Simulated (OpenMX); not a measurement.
# Br under changes of volume

One of the cells (33.988 Å³/atom); the others are scaled copies at fixed shape and fractional positions:

```
CELL_PARAMETERS angstrom
3.36325 -2.32255 0.00000
3.36325 2.32255 0.00000
0.00000 0.00000 8.70230
ATOMIC_POSITIONS crystal
Br 0.36510 0.63490 0.39010
Br 0.13490 0.86510 0.89010
Br 0.63490 0.36510 0.60990
Br 0.86510 0.13490 0.10990
```

| Item | Value |
| --- | --- |
| Program | OpenMX 3.8.5 |
| Functional | PBE |
| Potentials or basis | OpenMX 2013 PBE set, Br7.0-s3p2d1, fixed grid of 40 × 40 × 90 points |
| k mesh | 7 × 7 × 3 |
| Occupations | fermi-dirac, width 0.05 eV |
| Spin | no spin polarisation |

```csv
volume (Å³/atom),energy over the lowest point (meV/atom),gap on the mesh (eV),largest force (eV/Å)
31.949,69.96,2.01,2.594
32.629,50.47,1.95,2.284
33.308,34.58,1.88,1.993
33.988,?,?,?
34.668,12.13,1.74,1.473
35.348,4.92,1.68,1.238
36.028,0.00,1.62,1.020
```

**Question.** What does the run at 33.988 Å³/atom give?

**Answer.** Energy over the lowest point 21.93 meV/atom; gap on the mesh 1.81 eV; largest force 1.724 eV/Å.

Worked out: A Birch-Murnaghan fit of order 3 (a polynomial in V^(-2/3)) to the other rows has no minimum within the range. It gives 21.92 meV/atom at 33.988 Å³/atom, against the run's 21.93. A straight line through the other rows of the gap, of slope -3.3 eV per unit of ln V, gives 1.81 eV, against the run's 1.81.

Energies are extrapolated to zero smearing.

Caveats: an odd mesh through Γ misses points on the zone boundary, where band edges often lie; the basis of atomic orbitals isn't converged, which shifts pressures, moduli and gaps; forces of over 1 eV/Å show positions far from the minimum, so gaps and moduli don't describe the material at rest. Spin-orbit coupling on Br is left out.
